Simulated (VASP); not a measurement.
Here is a VASP 6.6.1 calculation.

INCAR

```
PREC = Accurate ; ENCUT = 520
EDIFF = 1E-6 ; ISMEAR = 0
SIGMA = 0.15 ; LREAL = F
LASPH = T ; NELM = 100
ALGO = Normal ; ISIF = 2
LWAVE = F ; LCHARG = F
GGA = PE ; NBANDS = 10
```

Contents of KPOINTS:

```
Automatic mesh
0
Gamma
  20 20 20
```

File POSCAR:

```
Re
1.0
    0.0000000000      1.8762500000      1.9750000000
    1.8762500000      0.0000000000      1.9750000000
    1.8762500000      1.8762500000      0.0000000000
Re
1
Direct
    0.0000000000      0.0000000000      0.0000000000
```

Potentials or basis: VASP PAW PBE potentials, release 64 (Re).

Command:

```console
$ cat potpaw_PBE.64/Re/POTCAR > POTCAR
$ mpirun -np 1 vasp_std > vasp.out
```

Question: Estimate the pressure.

Answer: 33.0 GPa.

Question: Predict the band gap on the k mesh.

Answer: None (metal or under the smearing width).

Stress tensor (GPa, compression positive):
```
39.27  0.00  0.00
 0.00 39.27  0.00
 0.00  0.00 20.55
```

Caveat: so large a pressure means that the cell lies far from this level's equilibrium, or that cutoff or potentials fall short. The run has no spin-orbit coupling, so splittings on Re are missing.
